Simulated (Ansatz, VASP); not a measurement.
# Mo: VASP beside Ansatz

INCAR

```
ALGO = Normal
EDIFF = 1E-7
ENCUT = 520
GGA = PE
ISIF = 2
ISMEAR = -1
LASPH = True
LCHARG = False
LREAL = False
LWAVE = False
NBANDS = 13
NELM = 100
PREC = Accurate
SIGMA = 0.03
```

File KPOINTS:

```
k-points
0
Gamma
  16 16 16
```

The input POSCAR:

```
Mo
1.0
   -1.5586628247      1.5586628247      1.5586628247
    1.5586628247     -1.5586628247      1.5586628247
    1.5586628247      1.5586628247     -1.5586628247
Mo
1
Direct
    0.0000000000      0.0000000000      0.0000000000
```

Input for Ansatz:

```yaml
crystal:
  lattice:
    - [-1.5586628247, 1.5586628247, 1.5586628247]
    - [1.5586628247, -1.5586628247, 1.5586628247]
    - [1.5586628247, 1.5586628247, -1.5586628247]
  atoms:
    - { symbol: Mo, position: [0.0, 0.0, 0.0] }
kpoints:
  mp_grid: { grid: [16, 16, 16] }
scf:
  occupations: { method: fermi_dirac, width: 0.03 }
hamiltonian:
  xc: pbe
  pseudopotentials: { kind: all_electron, lapw: { basis_error: 0.0005 } }
output:
  forces: true
  stress: true
  eigenvalues: true
```

Change from the starting cell: volume scaled by 0.96.

Alike in both runs: task single point; functional PBE; k mesh 16 × 16 × 16; occupations fermi-dirac, width 0.03 eV; no spin polarisation.

```csv
,VASP,Ansatz
version,VASP 6.6.1,Ansatz 0.2.0
potentials or method,"VASP PAW PBE potentials, release 64 (Mo_sv)","all-electron LAPW, scalar-relativistic"
plane-wave cutoff (eV),520,see its input
```

Ansatz gave:

* pressure (GPa): 11.6

Task: Estimate VASP's values.

Result: Pressure (GPa): 12.2.

Ansatz ran all-electron here, so the differences hold the error of VASP's frozen core and of both bases.
